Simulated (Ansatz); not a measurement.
NaBr:
```yaml
crystal:
  lattice:
    - [0.00000, 2.97373, 2.97373]
    - [2.97373, 0.00000, 2.97373]
    - [2.97373, 2.97373, 0.00000]
  atoms:
    - { symbol: Na, position: [0.00000, 0.00000, 0.00000] }
    - { symbol: Br, position: [0.50000, 0.50000, 0.50000] }
```

Relaxed with r²SCAN.

Task: Map the valence electron density (e/Å³), cut off at 1 on the plane through (0.000, 0.000, 0.000) spanned by u = [1, 0, 0] and v = [0, 1, -1] in lattice vectors, from r²SCAN (plane waves, PAW; program Ansatz).

Result: x is the fraction of u, y of v (the angle between them is 90°; rows are the nearest grid lines); atoms in the plane: Na at (0.00, 0.00), Br at (0.50, 0.50).
```
|9999300000000000039999|
|9999200000000000029999|
|9996100000000000016999|
|9962000000000000002699|
|3210000111221110000123|
|0000001223443221000000|
|0000012356776532100000|
|0000123689999863210000|
|0000125899999985210000|
|0000136998558996310000|
|0000247995115997420000|
|0000247995115997420000|
|0000136998558996310000|
|0000125899999985210000|
|0000123689999863210000|
|0000012356776532100000|
|0000001223443221000000|
|3210000111221110000123|
|9962000000000000002699|
|9996100000000000016999|
|9999200000000000029999|
|9999300000000000039999|
```
Scale: ten equal steps from 0.028 (start of '0') to 1.00 (end of '9'), in the order '0123456789'; x runs from 0.000 to 1.00, y from 0.000 (bottom) to 1.00 (top).

The density is the valence pseudo-density with augmentation charge, so density and ELF within about 1 Å of a nucleus are not all-electron values.

Space group Fm-3m (rock salt). The cell was relaxed with r²SCAN under the symmetry of its start; phonons on a q-mesh show no instability.

Potentials: the later of the program's two PAW sets.
